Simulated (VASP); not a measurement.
Wanted: an ASE script for a VASP 6.6.1 run.

| Item | Value |
| --- | --- |
| Task | single point |
| Functional | PBE |
| Potentials or basis | VASP PAW PBE potentials, release 64 (Ho) |
| Cutoff | 520 eV |
| k mesh | 9 × 9 × 5 |
| Occupations | gaussian, width 0.05 eV |
| Spin | collinear spin, ferromagnetic start |
| Starting moments | [4.0, 4.0] μB |
| Further INCAR settings | ALGO = Normal; EDIFF = 1.00e-06; NBANDS = 32 |

The structure of Ho lies in Ho.cif:

```cif
data_Ho
_cell_length_a 3.57730000
_cell_length_b 3.57730000
_cell_length_c 5.61580000
_cell_angle_alpha 90.00000000
_cell_angle_beta 90.00000000
_cell_angle_gamma 120.00000000
_space_group_name_H-M_alt 'P6_3/mmc'
_space_group_name_Hall '-P 6c 2c'
_space_group_IT_number 194
loop_
_space_group_symop_operation_xyz
'x,y,z'
'-x,-y,-z'
'x-y,x,z+1/2'
'-x+y,-x,-z+1/2'
'-y,x-y,z'
'y,-x+y,-z'
'-x,-y,z+1/2'
'x,y,-z+1/2'
'-x+y,-x,z'
'x-y,x,-z'
'y,-x+y,z+1/2'
'-y,x-y,-z+1/2'
'-y,-x,-z+1/2'
'y,x,z+1/2'
'-x,-x+y,-z'
'x,x-y,z'
'-x+y,y,-z+1/2'
'x-y,-y,z+1/2'
'y,x,-z'
'-y,-x,z'
'x,x-y,-z+1/2'
'-x,-x+y,z+1/2'
'x-y,-y,-z'
'-x+y,y,z'
loop_
_atom_site_label
_atom_site_type_symbol
_atom_site_symmetry_multiplicity
_atom_site_Wyckoff_symbol
_atom_site_fract_x
_atom_site_fract_y
_atom_site_fract_z
_atom_site_occupancy
Ho1 Ho 2 c 0.6666666667 0.3333333333 0.7500000000 1
```

One way to write it, as run:

run.py

```python
from ase.calculators.vasp import Vasp
from ase.dft.bandgap import bandgap
from ase.io import read

atoms = read('Ho.cif', primitive_cell=True, subtrans_included=False)
atoms.set_initial_magnetic_moments([4.0, 4.0])
calc = Vasp(
    directory='calc',
    xc='pbe',
    pp='PBE',
    setups={'base': 'minimal'},
    prec='Accurate',
    encut=520,
    ediff=1e-06,
    ismear=0,
    sigma=0.05,
    lreal=False,
    lasph=True,
    nelm=100,
    algo='Normal',
    isif=2,
    lwave=False,
    lcharg=False,
    ispin=2,
    lorbit=11,
    lmaxmix=6,
    kpts=[9, 9, 5],
    gamma=True,
    nbands=32,
)
atoms.calc = calc

print('energy (eV):', atoms.get_potential_energy())
print('free energy (eV):', atoms.get_potential_energy(force_consistent=True))
print('forces (eV/A):')
print(atoms.get_forces())
print('stress (eV/A^3, Voigt):', atoms.get_stress())
print('Fermi level (eV):', calc.get_fermi_level())
print('moment (muB):', atoms.get_magnetic_moment())
print('site moments (muB):', atoms.get_magnetic_moments())
gap, top, bottom = bandgap(calc)
print('band gap (eV):', gap, 'from (spin, k, band)', top, 'to', bottom)
```

Potentials or basis: VASP PAW PBE potentials, release 64 (Ho).

Launch:

```console
$ python run.py
```

Results of the run:

| Item | Value |
| --- | --- |
| Pressure | 2.7 GPa |
| Band gap on the k mesh | none (metal or under the smearing width) |
| Net moment | 7.18 μB per cell |
| Site moments | Ho +3.48 μB |
| Valence electrons inside the program's atomic spheres | Ho 18.57 |

Caveat: the magnetic or orbital state may not be the lowest; spin-orbit coupling is left out, which moves the levels of the heavy elements.

Run time: 13 min on 1 thread of Intel(R) Xeon(R) Platinum 8175M CPU @ 2.50GHz (Skylake/Cascade Lake), on a shared host, peak memory 0.29 GiB.
